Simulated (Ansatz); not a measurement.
A run of Ansatz 0.2.0 is set up as follows.

The input input.yaml:

```yaml
crystal:
  lattice:
    - [2.7036817444, 0.0, 0.0]
    - [0.0, 2.7036817444, 0.0]
    - [0.0, 0.0, 2.7036817444]
  atoms:
    - { symbol: As, position: [0.5, 0.5, 0.5] }
hamiltonian:
  xc: pbesol
  pseudopotentials: { kind: paw }
kpoints:
  mp_grid: { grid: [8, 8, 8] }
scf:
  occupations: { method: fermi_dirac, width: 0.05 }
output:
  forces: true
  stress: true
elastic:
  mode: relaxed_ion
  stencil: two_point
```

Potentials or basis: Ansatz PAW.

The run is started by

```sh
$ ansatz run input.yaml --threads 2 --pin off --max-ram 5632MiB --backend cpu --events-out ev --progress --plain --runs-dir out
```

Task: Predict the elastic constants C11, C12, C44.

Result: 70, 98, -44 GPa.

Task: Predict the Voigt bulk modulus.

Result: 89 GPa.

Task: Estimate the band gap on the k mesh.

Result: None (metal or under the smearing width).

Elastic tensor in Voigt notation (GPa, in the Cartesian axes of the cell as first typed):
```
 70  98  98   0   0   0
 98  70  98   0   0   0
 98  98  70   0   0   0
  0   0   0 -44   0   0
  0   0   0   0 -44   0
  0   0   0   0   0 -44
```

Caveat: the elastic tensor has a negative eigenvalue, so either the cell is unstable as it stands or the mesh is too thin; the PAW data sets come from PBE, with cores solved anew for the run's functional, which leaves a small shift of forces and pressure.
